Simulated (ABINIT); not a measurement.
Here is an ABINIT 10.8.3 (patched build) calculation.

The input run.abi:

```
# Datasets: ground state, then fixed potential
ndtset 2

# Pseudopotentials
pp_dirpath "./"
pseudos "Zn.GGA_PBE-JTH.xml, S.GGA_PBE-JTH.xml"

# Structure
acell 7.2210310021 7.2210310021 7.2210310021
rprim
     0.0000000000     0.7071067812     0.7071067812
     0.7071067812     0.0000000000     0.7071067812
     0.7071067812     0.7071067812     0.0000000000
ntypat 2
znucl 30 16
natom 2
typat 1 2
xred
     0.7500000000     0.7500000000     0.7500000000
     0.0000000000     0.0000000000     0.0000000000

# Plane-wave basis
ecut 20.0
pawecutdg 40.0

# Exchange and correlation
ixc -106131

# Bands and occupations
occopt 3
tsmear 0.00183747

# SCF cycle
nstep 100

# Output
iomode 3
prtwf 0
prteig 0
prtebands 0
prtden1 1
prtvha1 1
prtvclmb1 1
prtpot1 1

# Dataset 1
kptopt1 1
ngkpt1 9 9 9
nshiftk1 1
shiftk1 0.0 0.0 0.0
nband1 13
tolvrs1 1.0e-9

# Dataset 2: bands along G-X-W-K-G-L-U-W-L-K
iscf2 -2
getden2 1
nband2 17
nbdbuf2 2
tolwfr2 1.0e-12
kptopt2 -9
ndivsm2 8
prteig2 1
prtvol2 -3
kptbounds2
     0.0000000000     0.0000000000     0.0000000000
     0.5000000000     0.0000000000     0.5000000000
     0.5000000000     0.2500000000     0.7500000000
     0.3750000000     0.3750000000     0.7500000000
     0.0000000000     0.0000000000     0.0000000000
     0.5000000000     0.5000000000     0.5000000000
     0.6250000000     0.2500000000     0.6250000000
     0.5000000000     0.2500000000     0.7500000000
     0.5000000000     0.5000000000     0.5000000000
     0.3750000000     0.3750000000     0.7500000000
```

Potentials or basis: JTH PAW PBE v2.0.

The run is started by

```bash
$ abinit run.abi > log 2>&1
```

Task: Estimate the band gap on the k mesh.

Result: 2.09 eV, direct.

Levels at the corners of the path, in eV from the valence-band top:
| point | band 6 | band 7 | band 8 | band 9 | band 10 | band 11 | band 12 | band 13 |
| --- | --- | --- | --- | --- | --- | --- | --- | --- |
| Γ | -5.94 | 0.00 | 0.00 | 0.00 | 2.09 | 6.44 | 6.44 | 6.44 |
| X | -5.73 | -4.58 | -2.18 | -2.18 | 3.56 | 4.10 | 11.00 | 11.93 |
| W | -5.55 | -4.58 | -2.69 | -2.67 | 5.84 | 5.95 | 7.91 | 8.36 |
| K | -5.60 | -4.61 | -3.05 | -1.78 | 4.22 | 5.99 | 9.47 | 9.79 |
| Γ | -5.94 | 0.00 | 0.00 | 0.00 | 2.09 | 6.44 | 6.44 | 6.44 |
| L | -5.74 | -5.24 | -0.85 | -0.85 | 3.30 | 6.99 | 6.99 | 9.01 |
| U | -5.60 | -4.61 | -3.05 | -1.78 | 4.22 | 5.99 | 9.47 | 9.79 |
| W | -5.55 | -4.58 | -2.69 | -2.67 | 5.84 | 5.95 | 7.91 | 8.36 |
| L | -5.74 | -5.24 | -0.85 | -0.85 | 3.30 | 6.99 | 6.99 | 9.01 |
| K | -5.60 | -4.61 | -3.05 | -1.78 | 4.22 | 5.99 | 9.47 | 9.79 |

**What was measured.**

From “Electronic, vibrational, and thermodynamic properties of ZnS (zincblende and rocksalt structure)”, 2009, arxiv:0911.5022, for a bulk crystal of ZnS at 19 K: band gap 3.85 eV (direct).

A measured gap of ZnS is 3.85 eV (direct; 19 K; quoted in “Electronic, vibrational, and thermodynamic properties of ZnS (zincblende and rocksalt structure)”, 2009, arxiv:0911.5022); the calculated 2.09 eV misses it by -1.76 eV. The value is that of BLYP, without temperature or zero-point motion. Semilocal functionals fall short of measured gaps as a rule.
